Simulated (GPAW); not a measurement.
The system is BeS.

```xyz
2
Lattice="0.0000 2.4250 2.4250 2.4250 0.0000 2.4250 2.4250 2.4250 0.0000" Properties=species:S:1:pos:R:3 pbc="T T T"
S     3.6375    3.6375    3.6375
Be    0.0000    0.0000    0.0000
```

Base run:

| Quantity | Value |
| --- | --- |
| Program | GPAW 26.7.0 |
| Functional | optB88-vdW |
| Potentials or basis | GPAW PAW data sets (gpaw-data 1.2.1) |
| Cutoff | 800 eV |
| Basis | pw |
| k mesh | 9 × 9 × 9 |
| Occupations | fermi-dirac, width 0.05 eV |
| Spin | no spin polarisation |

Its results: band gap on the k mesh 3.32 eV, indirect (least direct gap 5.73 eV).

**Question.** After a change of settings the same cell gave: band gap on the k mesh 4.24 eV, indirect (least direct gap 6.53 eV). Which change was it?
A. functional from optB88-vdW to LDA; potentials or basis from GPAW PAW data sets (gpaw-data 1.2.1) to the program's PAW data sets (release 1.2.1) made for this functional
B. functional from optB88-vdW to TB-mBJ; potentials or basis from GPAW PAW data sets (gpaw-data 1.2.1) to GPAW PAW data sets for LDA (gpaw-data 1.2.1)
C. functional from optB88-vdW to PBEsol; potentials or basis from GPAW PAW data sets (gpaw-data 1.2.1) to PAW data sets generated in the run's folder for this functional
D. functional from optB88-vdW to revPBE; potentials or basis from GPAW PAW data sets (gpaw-data 1.2.1) to the program's PAW data sets (release 1.2.1) made for this functional

**Answer.** B.

Caveats: an odd mesh through Γ misses points on the zone boundary, where band edges often lie; a model potential gives levels but no total energy (some runs).

Runs at the PBE level aren't shown here.
